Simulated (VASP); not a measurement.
# Nb5N4 in VASP: further runs

The runs below take Nb5N4 through single point, with LDA.

All numbers are computed with VASP 6.6.1; they aren't measurements. Logs are shortened: lines on timing, memory, paths and dates and some standing lists are left out, and cuts for length are marked.

**1. The slab as given**

The cell holds a slab with vacuum, 9 atoms: a = 2.940 Å, b = 2.940 Å, c = 21.160 Å, α = 90.00°, β = 90.00°, γ = 120.00°.

**2. Single point, LDA**

Input file INCAR:

```
PREC     = Accurate       # precision mode
ENCUT    = 400            # plane-wave cutoff, eV
EDIFF    = 1E-7           # SCF threshold, eV
ISMEAR   = 1              # smearing method
SIGMA    = 0.1            # smearing width, eV
LREAL    = F              # projectors in reciprocal space
LASPH    = T              # aspherical terms in the spheres
NELM     = 120            # most SCF steps
ALGO     = Normal         # electronic algorithm
ISIF     = 2              # what is computed and relaxed
LWAVE    = F              # write WAVECAR
LCHARG   = F              # write CHGCAR
LDIPOL   = T            
IDIPOL   = 3            
DIPOL    = 0.5 0.5 0.500
GGA      = CA             # functional
NBANDS   = 60             # bands
LVHAR    = T            
LVACPOTAV= T
```

Input file KPOINTS:

```
regular mesh
0
Gamma
  10 10 1
```

Input file POSCAR:

```
Nb5N4
1.0
    2.9399979705      0.0000000000      0.0000000000
   -1.4699989852      2.5461129295      0.0000000000
    0.0000000000      0.0000000000     21.1600000000
Nb N
5 4
Direct
    0.0000000000      0.0000000000      0.2362948960
    0.0000000000      0.0000000000      0.3681474480
    0.0000000000      0.0000000000      0.5000000000
    0.0000000000      0.0000000000      0.6318525520
    0.0000000000      0.0000000000      0.7637051040
    0.6666666667      0.3333333334      0.3022211720
    0.6666666667      0.3333333334      0.4340737240
    0.6666666667      0.3333333334      0.5659262760
    0.6666666667      0.3333333334      0.6977788280
```

Potentials or basis: VASP PAW LDA potentials, release 64 (Nb_sv, N).

Launch:

```bash
cat potpaw_LDA.64/Nb_sv/POTCAR potpaw_LDA.64/N/POTCAR > POTCAR
mpirun -np 1 vasp_std > vasp.out
```

OUTCAR:

```text
PREC = Accurate
   ENCUT = 400
   EDIFF = 1E-7
   ISMEAR = 1
   LREAL = F
   LASPH = T
   NELM = 120
   ISIF = 2
   GGA = CA

 Found     14 irreducible k-points:

 Following reciprocal coordinates:
            Coordinates               Weight
  0.000000  0.000000  0.000000      1.000000
  0.100000 -0.000000  0.000000      6.000000
  0.200000 -0.000000  0.000000      6.000000
  0.300000  0.000000  0.000000      6.000000
  0.400000 -0.000000  0.000000      6.000000
  0.500000 -0.000000  0.000000      3.000000
   k-points           NKPTS =     14   k-points in BZ     NKDIM =     14   number of bands    NBANDS=     60
   number of dos      NEDOS =    301   number of ions     NIONS =      9
   total plane-waves  NPLWV =  56000
   dimension x,y,z NGX =    20 NGY =   20 NGZ =  140
   dimension x,y,z NGXF=    40 NGYF=   40 NGZF=  280
   ions per type =               5   4
   NGX,Y,Z   is equivalent  to a cutoff of  11.31, 11.31, 11.00 a.u.
   NGXF,Y,Z  is equivalent  to a cutoff of  22.62, 22.62, 22.00 a.u.
 SYSTEM =  unknown system
   PREC   = accura    normal or accurate (medium, high low for compatibility)
   ISTART =      0    job   : 0-new  1-cont  2-samecut
   ICHARG =      2    charge: 1-file 2-atom 10-const
   ISPIN  =      1    spin polarized calculation?
   LNONCOLLINEAR =      F non collinear calculations
   LSORBIT =      F    spin-orbit coupling
   LASPH  =      T    aspherical Exc in radial PAW
   ENCUT  =  400.0 eV  29.40 Ry    5.42 a.u.   4.79  4.79 34.51*2*pi/ulx,y,z
   NELM   =    120;   NELMIN=  2; NELMDL= -5     # of ELM steps
   EDIFF  = 0.1E-06   stopping-criterion for ELM
   LREAL  =      F    real-space projection
   EDIFFG = 0.1E-05   stopping-criterion for IOM
   NSW    =      0    number of steps for IOM
   IBRION =     -1    ionic relax: 0-MD 1-quasi-New 2-CG
   NFREE  =      0    steps in history (QN), initial steepest desc. (CG)
   ISIF   =      2    stress and relaxation
   ISYM   =      2    0-nonsym 1-usesym 2-fastsym
   POTIM  = 0.5000    time-step for ionic-motion
   TEBEG  =    0.0;   TEEND  =   0.0 temperature during run
   PSTRESS=    0.0 pullay stress
   NELECT =      85.0000    total number of electrons
   NUPDOWN=      -1.0000    fix difference up-down
   EMIN   =  10.00;   EMAX   =-10.00  energy-range for DOS
   EFERMI =   0.00;   METHOD = LEGACY
   ISMEAR =     1;   SIGMA  =   0.10  broadening in eV -4-tet -1-fermi 0-gaus
   EFERMI_NEDOS =   21; number of points for ismear=-14 and -15
   IALGO  =     38    algorithm
   IMIX   =      4    mixing-type and parameters
     AMIX     =   0.40;   BMIX     =  1.00
     AMIX_MAG =   1.60;   BMIX_MAG =  1.00
  volume/ion in A,a.u.               =      17.60       118.77
  Fermi-wavevector in a.u.,A,eV,Ry     =   1.330355  2.514007 24.080211  1.769846
  Thomas-Fermi vector in A             =   2.459449
   LORBIT       =      0    0 simple, 1 ext, 2 COOP (PROOUT), +10 PAW based schemes
   GGA     = CA    functional components
   LHFCALC =     F    Hartree Fock is set to
   AEXX    =    0.0000 exact exchange contribution
   IVDW    =     0    specifies the selected vdW correction
   LEPSILON=     F    determine dielectric tensor
   LRPA    =     F    only Hartree local field effects (RPA)
 non-spin polarized calculation
 Methfessel and Paxton  Order N= 1 SIGMA  =   0.10
  energy-cutoff  :      400.00
  volume of cell :      158.39
 maximum number of plane-waves:      2901
 NGX is ok and might be reduce to    20
   NGX =  9   NGY =  9   NGZ = 69

 dipolmoment           0.000000      0.000000     -0.000000 electrons x Angstroem

 number of electron      85.0000000 magnetization

 dipolmoment           0.000000      0.000000      0.000000 electrons x Angstroem

 Free energy of the ion-electron system (eV)
  ---------------------------------------------------
  ext. energy  EPLUGINS =         0.00000000
  ---------------------------------------------------
  free energy    TOTEN  =      -100.69960374 eV

  energy without entropy =     -100.69751152  energy(sigma->0) =     -100.69890633

 E-fermi :   6.5073     XC(G=0):  -9.6689

 val. band max:        6.3052647945   @ k =   0.5000  -0.0000   0.0000
 cond. band min:       6.5246710487   @ k =   0.0000   0.0000   0.0000
 fundamental gap:      0.2194062542
 Fermi energy:         6.5072659834

 k-point     1 :       0.0000    0.0000    0.0000
  band No.  band energies     occupation
      1     -48.7254      2.00000
      2     -48.6903      2.00000
      3     -48.5976      2.00000
      4     -48.2694      2.00000
      5     -48.2693      2.00000
      6     -25.8186      2.00000
[... 46 lines left out ...]
     53       8.7513      0.00000
     54       9.6461      0.00000

 k-point     2 :       0.1000   -0.0000    0.0000
  band No.  band energies     occupation
      1     -48.7091      2.00000
      2     -48.6743      2.00000
      3     -48.5819      2.00000
      4     -48.2544      2.00000
      5     -48.2543      2.00000
      6     -25.7858      2.00000
[... 46 lines left out ...]
     53       9.2947      0.00000
     54       9.5477      0.00000

 k-point     3 :       0.2000   -0.0000    0.0000
  band No.  band energies     occupation
      1     -48.6660      2.00000
      2     -48.6321      2.00000
      3     -48.5407      2.00000
      4     -48.2148      2.00000
      5     -48.2147      2.00000
      6     -25.6985      2.00000
[... 46 lines left out ...]
     53       9.5192      0.00000
     54       9.6555      0.00000

 k-point     4 :       0.3000    0.0000    0.0000
  band No.  band energies     occupation
      1     -48.6122      2.00000
      2     -48.5793      2.00000
      3     -48.4892      2.00000
      4     -48.1654      2.00000
      5     -48.1653      2.00000
      6     -25.5881      2.00000
[... 46 lines left out ...]
     53       9.2889      0.00000
     54      10.1333      0.00000

 k-point     5 :       0.4000   -0.0000    0.0000
  band No.  band energies     occupation
      1     -48.5681      2.00000
      2     -48.5362      2.00000
      3     -48.4471      2.00000
      4     -48.1250      2.00000
      5     -48.1249      2.00000
      6     -25.5413      2.00000
[... 46 lines left out ...]
     53      10.3946      0.00000
     54      10.6028      0.00000

 k-point     6 :       0.5000   -0.0000    0.0000
  band No.  band energies     occupation
      1     -48.5512      2.00000
      2     -48.5196      2.00000
      3     -48.4309      2.00000
      4     -48.1094      2.00000
      5     -48.1094      2.00000
      6     -25.6529      2.00000
[... 46 lines left out ...]
     53      10.8846      0.00000
     54      11.0260      0.00000

 [... further k-points ...]

 [bands above 54 left out]

------------------------ aborting loop because EDIFF is reached ----------------------------------------

  FORCE on cell =-STRESS in cart. coord.  units (eV):
  Direction    XX          YY          ZZ          XY          YZ          ZX
  --------------------------------------------------------------------------------------
  -------------------------------------------------------------------------------------
  Total       -7.9664058     -7.9664058      3.6798943     -0.0000000      0.0000000     -0.0000000
  in kB      -80.5809999    -80.5809999     37.2225026     -0.0000000      0.0000000     -0.0000000
  external PRESSURE =     -41.3131658 kB  Pullay stress =       0.0000000 kB

 VOLUME and BASIS-vectors are now :
 -----------------------------------------------------------------------------
  energy-cutoff  :      400.00
  volume of cell :      158.39
      direct lattice vectors                 reciprocal lattice vectors
     2.939997970  0.000000000  0.000000000     0.340136289  0.196377778  0.000000000
    -1.469998985  2.546112930  0.000000000     0.000000000  0.392755556  0.000000000
     0.000000000  0.000000000 21.160000000     0.000000000  0.000000000  0.047258979

 POSITION                                       TOTAL-FORCE (eV/Angst)
 -----------------------------------------------------------------------------------
      0.00000      0.00000      5.00000         0.000000     -0.000000     -0.409588
      0.00000      0.00000      7.79000        -0.000000      0.000000     -0.476453
      0.00000      0.00000     10.58000        -0.000000      0.000000      0.000000
      0.00000      0.00000     13.37000        -0.000000      0.000000      0.476453
      0.00000      0.00000     16.16000        -0.000000     -0.000000      0.409588
      1.47000      0.84870      6.39500        -0.000000      0.000000      0.130576
      1.47000      0.84870      9.18500         0.000000     -0.000000      0.027203
      1.47000      0.84870     11.97500         0.000000     -0.000000     -0.027203
      1.47000      0.84870     14.76500         0.000000      0.000000     -0.130576
 -----------------------------------------------------------------------------------
    total drift:                                0.000001     -0.000001      0.000000

  FREE ENERGIE OF THE ION-ELECTRON SYSTEM (eV)
  ---------------------------------------------------
  free  energy   TOTEN  =      -100.6996037357 eV

  energy  without entropy=     -100.6975115227  energy(sigma->0) =     -100.69890633
```

It took 4.8 min on 1 thread of AMD EPYC, shared host; peak memory 0.18 GiB.

The run converged, but some of its settings lie outside the range that counts as converged, so its numbers aren't taken as properties of the slab.

Results:

```
Free energy            : -100.6996 eV
Largest force          : 0.476 eV/Å
Band gap on the k mesh : none (metal or under the smearing width)
```

Caveat: the cutoff is under 1.25 times the usual one of these potentials, so pressure, stress and relaxed cells hold a basis-set (Pulay) error.

(Continued in part 2 of 2.)
